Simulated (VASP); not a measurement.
# SiC (Moissanite) (P6_3mc) in VASP: further runs, part 2 of 3

VASP 6.6.1. Earlier steps stand in the parts before.

### 3 Band structure, PBEsol

The input, INCAR:

```
PREC = Accurate
ENCUT = 520
EDIFF = 1E-6
ISMEAR = 0
SIGMA = 0.02
LREAL = False
LASPH = True
NELM = 60
ALGO = Fast
ISIF = 2
LWAVE = False
LCHARG = False
GGA = PS
```

The input, KPOINTS:

```
Automatic mesh
0
Gamma
  10 10 6
```

The input, POSCAR:

```
SiC
1.0
    3.0760000000      0.0000000000      0.0000000000
   -1.5380000000      2.6638941420      0.0000000000
    0.0000000000      0.0000000000      5.0480000000
Si C
2 2
Direct
    0.6666666667      0.3333333333      0.5000000000
    0.3333333333      0.6666666667      0.0000000000
    0.6666666667      0.3333333333      0.8850000000
    0.3333333333      0.6666666667      0.3850000000
```

The input, KPOINTS_OPT:

```
path GMKGALHA,LM,KH
10
line-mode
reciprocal
 0.0000000000  0.0000000000  0.0000000000  G
 0.5000000000  0.0000000000  0.0000000000  M

 0.5000000000  0.0000000000  0.0000000000  M
 0.3333333333  0.3333333333  0.0000000000  K

 0.3333333333  0.3333333333  0.0000000000  K
 0.0000000000  0.0000000000  0.0000000000  G

 0.0000000000  0.0000000000  0.0000000000  G
 0.0000000000  0.0000000000  0.5000000000  A

 0.0000000000  0.0000000000  0.5000000000  A
 0.5000000000  0.0000000000  0.5000000000  L

 0.5000000000  0.0000000000  0.5000000000  L
 0.3333333333  0.3333333333  0.5000000000  H

 0.3333333333  0.3333333333  0.5000000000  H
 0.0000000000  0.0000000000  0.5000000000  A

 0.5000000000  0.0000000000  0.5000000000  L
 0.5000000000  0.0000000000  0.0000000000  M

 0.3333333333  0.3333333333  0.0000000000  K
 0.3333333333  0.3333333333  0.5000000000  H
```

Potentials or basis: VASP PAW PBE potentials, release 64 (Si, C).

Started as:

```bash
> cat potpaw_PBE.64/Si/POTCAR potpaw_PBE.64/C/POTCAR > POTCAR
> mpirun -np 1 vasp_std > vasp.out
```

OUTCAR:

```text
PREC = Accurate
   ENCUT = 520
   EDIFF = 1E-6
   ISMEAR = 0
   LREAL = False
   LASPH = True
   NELM = 60
   ISIF = 2
   GGA = PS

 ion  position               nearest neighbor table
   1  0.667  0.333  0.500-   4 1.87   4 1.87   4 1.87   3 1.94   2 3.09   2 3.09   2 3.09   2 3.09
                             2 3.09   2 3.09
   2  0.333  0.667  0.000-   3 1.87   3 1.87   3 1.87   4 1.94   1 3.09   1 3.09   1 3.09   1 3.09
                             1 3.09   1 3.09
   3  0.667  0.333  0.885-   2 1.87   2 1.87   2 1.87   1 1.94
   4  0.333  0.667  0.385-   1 1.87   1 1.87   1 1.87   2 1.94

  LATTYP: Found a hexagonal cell.
 ALAT       =     3.0760000000
 C/A-ratio  =     1.6410923277

  Lattice vectors:

 A1 = (   3.0760000000,   0.0000000000,   0.0000000000)
 A2 = (  -1.5380000000,   2.6638941420,   0.0000000000)
 A3 = (   0.0000000000,   0.0000000000,   5.0480000000)

Analysis of symmetry for initial positions (statically):
=====================================================================
 Subroutine PRICEL returns:
 Original cell was already a primitive cell.

 Routine SETGRP: Setting up the symmetry group for a
 hexagonal supercell.

 Subroutine GETGRP returns: Found 12 space group operations
 (whereof  6 operations were pure point group operations)
 out of a pool of 24 trial point group operations.

The static configuration has the point symmetry C_3v.
 The point group associated with its full space group is C_6v.

Analysis of symmetry for dynamics (positions and initial velocities):
=====================================================================
 Subroutine PRICEL returns:
 Original cell was already a primitive cell.

 Routine SETGRP: Setting up the symmetry group for a
 hexagonal supercell.

 Subroutine GETGRP returns: Found 12 space group operations
 (whereof  6 operations were pure point group operations)
 out of a pool of 24 trial point group operations.

The dynamic configuration has the point symmetry C_3v.
 The point group associated with its full space group is C_6v.

 Subroutine INISYM returns: Found 12 space group operations
 (whereof  6 operations are pure point group operations),
 and found     1 'primitive' translations

----------------------------------------------------------------------------------------

                                     Primitive cell

  volume of cell :      41.3640

  direct lattice vectors                    reciprocal lattice vectors
     3.076000000  0.000000000  0.000000000     0.325097529  0.187695146  0.000000000
    -1.538000000  2.663894142  0.000000000     0.000000000  0.375390292  0.000000000
     0.000000000  0.000000000  5.048000000     0.000000000  0.000000000  0.198098257

  length of vectors
     3.076000000  3.076000000  5.048000000     0.375390292  0.375390292  0.198098257

  position of ions in fractional coordinates (direct lattice)
     0.666666667  0.333333333  0.500000000
     0.333333333  0.666666667  0.000000000
     0.666666667  0.333333333  0.885000000
     0.333333333  0.666666667  0.385000000

  ion indices of the primitive-cell ions
[... 60 lines left out ...]
   number of dos      NEDOS =    301   number of ions     NIONS =      4
   total plane-waves  NPLWV =  23040
   dimension x,y,z NGX =    24 NGY =   24 NGZ =   40
   dimension x,y,z NGXF=    48 NGYF=   48 NGZF=   80
   ions per type =               2   2
   NGX,Y,Z   is equivalent  to a cutoff of  12.97, 12.97, 13.17 a.u.
   NGXF,Y,Z  is equivalent  to a cutoff of  25.94, 25.94, 26.35 a.u.
 SYSTEM =  unknown system
   PREC   = accura    normal or accurate (medium, high low for compatibility)
   ISTART =      0    job   : 0-new  1-cont  2-samecut
   ICHARG =      2    charge: 1-file 2-atom 10-const
   ISPIN  =      1    spin polarized calculation?
   LNONCOLLINEAR =      F non collinear calculations
   LSORBIT =      F    spin-orbit coupling
   LASPH  =      T    aspherical Exc in radial PAW
   ENCUT  =  520.0 eV  38.22 Ry    6.18 a.u.   5.72  5.72  9.39*2*pi/ulx,y,z
   NELM   =     60;   NELMIN=  2; NELMDL= -5     # of ELM steps
   EDIFF  = 0.1E-05   stopping-criterion for ELM
   LREAL  =      F    real-space projection
   EDIFFG = 0.1E-04   stopping-criterion for IOM
   NSW    =      0    number of steps for IOM
   IBRION =     -1    ionic relax: 0-MD 1-quasi-New 2-CG
   NFREE  =      0    steps in history (QN), initial steepest desc. (CG)
   ISIF   =      2    stress and relaxation
   ISYM   =      2    0-nonsym 1-usesym 2-fastsym
   POTIM  = 0.5000    time-step for ionic-motion
   TEBEG  =    0.0;   TEEND  =   0.0 temperature during run
   PSTRESS=    0.0 pullay stress
   NELECT =      16.0000    total number of electrons
   NUPDOWN=      -1.0000    fix difference up-down
   EMIN   =  10.00;   EMAX   =-10.00  energy-range for DOS
   EFERMI =   0.00;   METHOD = LEGACY
   ISMEAR =     0;   SIGMA  =   0.02  broadening in eV -4-tet -1-fermi 0-gaus
   EFERMI_NEDOS =   21; number of points for ismear=-14 and -15
   IALGO  =     68    algorithm
   IMIX   =      4    mixing-type and parameters
     AMIX     =   0.40;   BMIX     =  1.00
     AMIX_MAG =   1.60;   BMIX_MAG =  1.00
  volume/ion in A,a.u.               =      10.34        69.78
  Fermi-wavevector in a.u.,A,eV,Ry     =   1.192817  2.254098 19.358549  1.422813
  Thomas-Fermi vector in A             =   2.328847
   LORBIT       =      0    0 simple, 1 ext, 2 COOP (PROOUT), +10 PAW based schemes
   GGA     = PS    functional components
   LHFCALC =     F    Hartree Fock is set to
   AEXX    =    0.0000 exact exchange contribution
   IVDW    =     0    specifies the selected vdW correction
   LEPSILON=     F    determine dielectric tensor
   LRPA    =     F    only Hartree local field effects (RPA)
 non-spin polarized calculation
 RMM-DIIS sequential band-by-band and
 Gauss-broadening in eV      SIGMA  =   0.02
  energy-cutoff  :      520.00
  volume of cell :       41.36
 maximum number of plane-waves:      1132
 NGX is ok and might be reduce to    24
   NGX = 11   NGY = 11   NGZ = 19

 number of electron      16.0000000 magnetization

 Free energy of the ion-electron system (eV)
  ---------------------------------------------------
  ext. energy  EPLUGINS =         0.00000000
  ---------------------------------------------------
  free energy    TOTEN  =       -31.78595671 eV

  energy without entropy =      -31.78595671  energy(sigma->0) =      -31.78595671

 E-fermi :   8.4677     XC(G=0): -11.4975

 val. band max:        8.3547847990   @ k =   0.0000   0.0000   0.0000
 cond. band min:      10.6757228347   @ k =   0.3000   0.3000   0.0000
 fundamental gap:      2.3209380356
 Fermi energy:         8.4677393334

 k-point     1 :       0.0000    0.0000    0.0000
  band No.  band energies     occupation
      1      -7.3866      2.00000
      2      -3.8470      2.00000
      3      -0.4023      2.00000
      4       6.7979      2.00000
      5       6.7979      2.00000
      6       8.0838      2.00000
      7       8.0838      2.00000
      8       8.3548      2.00000
      9      12.9235      0.00000
     10      14.3269      0.00000
     11      14.7905      0.00000
     12      14.7905      0.00000
[... 331 lines left out ...]
 k-point    24 :       0.4000    0.1000    0.1667
  band No.  band energies     occupation
      1      -4.0513      2.00000
      2      -2.4299      2.00000
      3       0.0987      2.00000
      4       1.6659      2.00000
      5       3.3831      2.00000
      6       4.2907      2.00000
      7       5.7071      2.00000
      8       6.1371      2.00000
      9      11.9076      0.00000
     10      12.0926      0.00000
     11      15.1646      0.00000
     12      15.5487      0.00000

 [... further k-points ...]

------------------------ aborting loop because EDIFF is reached ----------------------------------------

  FORCE on cell =-STRESS in cart. coord.  units (eV):
  Direction    XX          YY          ZZ          XY          YZ          ZX
  --------------------------------------------------------------------------------------
  -------------------------------------------------------------------------------------
  Total        0.5850492      0.5850492     -0.6937688      0.0000000      0.0000000      0.0000000
  in kB       22.6610646     22.6610646    -26.8721666      0.0000000      0.0000000      0.0000000
  external PRESSURE =       6.1499875 kB  Pullay stress =       0.0000000 kB

 VOLUME and BASIS-vectors are now :
 -----------------------------------------------------------------------------
  energy-cutoff  :      520.00
  volume of cell :       41.36
      direct lattice vectors                 reciprocal lattice vectors
     3.076000000  0.000000000  0.000000000     0.325097529  0.187695146  0.000000000
    -1.538000000  2.663894142  0.000000000     0.000000000  0.375390292  0.000000000
     0.000000000  0.000000000  5.048000000     0.000000000  0.000000000  0.198098257

 POSITION                                       TOTAL-FORCE (eV/Angst)
 -----------------------------------------------------------------------------------
      1.53800      0.88796      2.52400         0.000000      0.000000      0.750916
     -0.00000      1.77593      0.00000        -0.000000     -0.000000      0.750916
      1.53800      0.88796      4.46748        -0.000000     -0.000000     -0.750916
     -0.00000      1.77593      1.94348         0.000000      0.000000     -0.750916
 -----------------------------------------------------------------------------------
    total drift:                                0.000000      0.000000     -0.000210

  FREE ENERGIE OF THE ION-ELECTRON SYSTEM (eV)
  ---------------------------------------------------
  free  energy   TOTEN  =       -31.7859567082 eV

  energy  without entropy=      -31.7859567082  energy(sigma->0) =      -31.78595671
```

Run time: 44 s. Hardware: 1 thread of Intel Xeon Platinum 8559C (Emerald Rapids), shared host; peak memory 0.18 GiB.

What came out:

- Free energy: -31.7860 eV
- Pressure: 0.6 GPa
- Largest force: 0.751 eV/Å
- Band gap on the k mesh: 2.32 eV, indirect (least direct gap 3.96 eV)
- Band gap along the path: 2.16 eV, indirect (least direct gap 3.96 eV)

Forces on the atoms (eV/Å):
```
Si   0.000  0.000  0.751
Si   0.000  0.000  0.751
C    0.000  0.000 -0.751
C    0.000  0.000 -0.751
```

Levels at the corners of the path, in eV from the valence-band top:
| point | band 4 | band 5 | band 6 | band 7 | band 8 | band 9 | band 10 | band 11 | band 12 |
| --- | --- | --- | --- | --- | --- | --- | --- | --- | --- |
| Γ | -1.56 | -1.56 | -0.27 | -0.27 | 0.00 | 4.57 | 5.97 | 6.44 | 6.44 |
| M | -6.57 | -5.47 | -3.56 | -3.31 | -1.49 | 2.47 | 4.10 | 6.66 | 7.12 |
| M | -6.57 | -5.47 | -3.56 | -3.31 | -1.49 | 2.47 | 4.10 | 6.66 | 7.12 |
| K | -6.50 | -6.50 | -4.15 | -4.08 | -4.08 | 2.16 | 7.86 | 8.56 | 8.56 |
| K | -6.50 | -6.50 | -4.15 | -4.08 | -4.08 | 2.16 | 7.86 | 8.56 | 8.56 |
| Γ | -1.56 | -1.56 | -0.27 | -0.27 | 0.00 | 4.57 | 5.97 | 6.44 | 6.44 |
| Γ | -1.56 | -1.56 | -0.27 | -0.27 | 0.00 | 4.57 | 5.97 | 6.44 | 6.44 |
| A | -4.48 | -0.96 | -0.96 | -0.96 | -0.96 | 5.65 | 5.65 | 7.10 | 7.10 |
| A | -4.48 | -0.96 | -0.96 | -0.96 | -0.96 | 5.65 | 5.65 | 7.10 | 7.10 |
| L | -8.50 | -2.70 | -2.70 | -2.35 | -2.35 | 3.05 | 3.05 | 4.90 | 4.90 |
| L | -8.50 | -2.70 | -2.70 | -2.35 | -2.35 | 3.05 | 3.05 | 4.90 | 4.90 |
| H | -7.97 | -5.92 | -5.92 | -1.76 | -1.76 | 4.74 | 4.74 | 5.84 | 5.84 |
| H | -7.97 | -5.92 | -5.92 | -1.76 | -1.76 | 4.74 | 4.74 | 5.84 | 5.84 |
| A | -4.48 | -0.96 | -0.96 | -0.96 | -0.96 | 5.65 | 5.65 | 7.10 | 7.10 |
| L | -8.50 | -2.70 | -2.70 | -2.35 | -2.35 | 3.05 | 3.05 | 4.90 | 4.90 |
| M | -6.57 | -5.47 | -3.56 | -3.31 | -1.49 | 2.47 | 4.10 | 6.66 | 7.12 |
| K | -6.50 | -6.50 | -4.15 | -4.08 | -4.08 | 2.16 | 7.86 | 8.56 | 8.56 |
| H | -7.97 | -5.92 | -5.92 | -1.76 | -1.76 | 4.74 | 4.74 | 5.84 | 5.84 |

Caveat: the PAW data sets were made with another functional, which shifts forces and pressure a little; the mesh misses the band edges, which the band path finds closer together. As with any semilocal functional, this PBEsol gap is likely too small.

### 4 Band structure, r2SCAN

INCAR: that of step 3 with these lines changed.

```diff
@@ -8,3 +8,3 @@
 NELM = 60
-ALGO = Fast
+ALGO = Normal
 ISIF = 2
@@ -12,2 +12,3 @@
 LCHARG = False
-GGA = PS
+METAGGA = R2SCAN
+LMIXTAU = True
```

KPOINTS is that of step 3.

POSCAR is that of step 3.

KPOINTS_OPT is that of step 3.

Started as:

```bash
> cat potpaw_PBE.64/Si/POTCAR potpaw_PBE.64/C/POTCAR > POTCAR
> mpirun -np 1 vasp_std > vasp.out
```

Wall time 2.3 min (1 thread of Intel Xeon Platinum 8559C (Emerald Rapids), shared host); peak memory 0.18 GiB.

Results (log left out):

* Free energy: -38.6008 eV
* Pressure: 0.0 GPa
* Largest force: 0.771 eV/Å
* Band gap on the k mesh: 2.86 eV, indirect (least direct gap 4.59 eV)
* Band gap along the path: 2.70 eV, indirect (least direct gap 4.59 eV)

Forces on the atoms (eV/Å):
```
Si   0.000  0.000  0.771
Si   0.000  0.000  0.771
C    0.000  0.000 -0.771
C    0.000  0.000 -0.771
```

Stress tensor (GPa, compression positive):
```
 1.36  0.00  0.00
 0.00  1.36  0.00
 0.00  0.00 -2.72
```

Levels at the corners of the path, in eV from the valence-band top:
```
point  band 5  band 6  band 7  band 8  band 9  band 10  band 11  band 12
    Γ   -1.65   -0.30   -0.30    0.00    5.18     6.57     7.01     7.01
    M   -5.63   -3.72   -3.34   -1.57    3.02     4.63     7.32     7.71
    M   -5.63   -3.72   -3.34   -1.57    3.02     4.63     7.32     7.71
    K   -6.75   -4.29   -4.18   -4.18    2.70     8.63     9.35     9.35
    K   -6.75   -4.29   -4.18   -4.18    2.70     8.63     9.35     9.35
    Γ   -1.65   -0.30   -0.30    0.00    5.18     6.57     7.01     7.01
    Γ   -1.65   -0.30   -0.30    0.00    5.18     6.57     7.01     7.01
    A   -1.02   -1.02   -1.02   -1.02    6.29     6.29     7.70     7.70
    A   -1.02   -1.02   -1.02   -1.02    6.29     6.29     7.70     7.70
    L   -2.82   -2.82   -2.46   -2.46    3.59     3.59     5.51     5.51
    L   -2.82   -2.82   -2.46   -2.46    3.59     3.59     5.51     5.51
    H   -6.06   -6.06   -1.84   -1.84    5.32     5.32     6.51     6.51
    H   -6.06   -6.06   -1.84   -1.84    5.32     5.32     6.51     6.51
    A   -1.02   -1.02   -1.02   -1.02    6.29     6.29     7.70     7.70
    L   -2.82   -2.82   -2.46   -2.46    3.59     3.59     5.51     5.51
    M   -5.63   -3.72   -3.34   -1.57    3.02     4.63     7.32     7.71
    K   -6.75   -4.29   -4.18   -4.18    2.70     8.63     9.35     9.35
    H   -6.06   -6.06   -1.84   -1.84    5.32     5.32     6.51     6.51
```

Caveat: the PAW data sets were made with another functional, which shifts forces and pressure a little; the mesh misses the band edges, which the band path finds closer together. r2SCAN opens gaps a little over a GGA but as a rule still falls short of measured ones.

(Part 2 of 3 ends here.)
